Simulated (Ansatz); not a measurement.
# Elastic constants of AlCu3: input and output

Computed with DFT PBEsol, scalar-relativistic, plane waves, PAW in Ansatz.

Launched with:
```bash
ansatz run input.yaml --threads 1 --pin off --max-ram 3072MiB --backend cpu --events-out ev --progress --plain --runs-dir out
```

Input (bare energies are in eV):
```yaml
crystal:
  lattice:
    - [3.6324203548, 0.0, 0.0]
    - [0.0, 3.6324203548, 0.0]
    - [0.0, 0.0, 3.6324203548]
  atoms:
    - { symbol: Al, position: [0.0, 0.0, 0.0] }
    - { symbol: Cu, position: [0.5, 0.5, 0.0] }
    - { symbol: Cu, position: [0.5, 0.0, 0.5] }
    - { symbol: Cu, position: [0.0, 0.5, 0.5] }
basis:
  ecutwfc: 420
kpoints:
  mp_grid: { grid: [12, 12, 12] }
hamiltonian:
  xc: pbesol
scf:
  occupations: { method: fermi_dirac, width: 0.15 }
output:
  forces: true
  stress: true
  eigenvalues: true
elastic:
  mode: relaxed_ion
  amplitude: 0.005
  stencil: two_point
```

From the output:
```
--- Elastic constants: 2 strain directions × 2 members + reference (group order 48) ---
  dense FFT box of the reference and of every strained cell: 25×25×25
  strains applied: 11, 23; error gains: componentwise 1.00 (the most a stress slope's error grows in a printed constant), spectral 1.73 (1 for all six strains in a standard setting)
  C = ∂σ_k/∂η_j (tension-positive GPa; Voigt order 11 22 33 23 13 12):
       181.073    137.579    137.579     -0.000     -0.000     -0.000
       137.579    181.073    137.579     -0.000     -0.000     -0.000
       137.579    137.579    181.073     -0.000     -0.000     -0.000
        -0.000      0.000     -0.000     98.575      0.000     -0.000
         0.000      0.000     -0.000      0.000     98.575      0.000
         0.000     -0.000      0.000      0.000      0.000     98.575
  reference stress σ⁰ (GPa):      0.000      0.000      0.000     -0.000     -0.000     -0.000
  C* (energy form; C + prestress term) asymmetry max|C*_kj − C*_jk| = 5.684e-14 GPa — a small one proves nothing (zero by symmetry where the batch's group is 432, −43m or m−3m); a large one is finite-difference/SCF noise where every solve ...
  moduli (Voigt/Reuss/Hill, GPa): K = 152.08/152.08/152.08   G = 67.84/40.85/54.35   E = 145.69   ν = 0.340
  mechanically stable: yes (min eigenvalue of sym C = 43.49 GPa)
  strain η (Voigt 11):  stress-route row diagonal C_11 = 181.07 GPa, energy-path curvature d²(F+E_count+ΔE)/dδ²/Ω₀ = 180.99 GPa
         δ    σ_11 (GPa) F (eV) n_scf n_hpsi n_pw
    -5.000e-3      -0.9124      -20291.6754404      11  158461    952   relax 0 steps, max|allowed force component| 7.69e-29 eV/Å
     5.000e-3       0.8984      -20291.6754508       9  120645    968   relax 0 steps, max|allowed force component| 5.05e-29 eV/Å
  strain η (Voigt 23):  stress-route row diagonal C_44 = 98.57 GPa, energy-path curvature d²(F+E_count+ΔE)/dδ²/Ω₀ = 98.45 GPa
         δ    σ_23 (GPa) F (eV) n_scf n_hpsi n_pw
    -5.000e-3      -0.4929      -20291.6757526       9  209645    956   relax 0 steps, max|allowed force component| 4.38e-28 eV/Å
     5.000e-3       0.4929      -20291.6757526       9  189780    956   relax 0 steps, max|allowed force component| 4.18e-28 eV/Å
```

The run took 2.2 min on 1 thread of AMD EPYC 7R43 64-Core Processor (Zen 3) (shared host), peak memory 0.72 GiB.

In a metal, frequencies and elastic constants depend on the k mesh and the smearing, soft modes and shear constants most.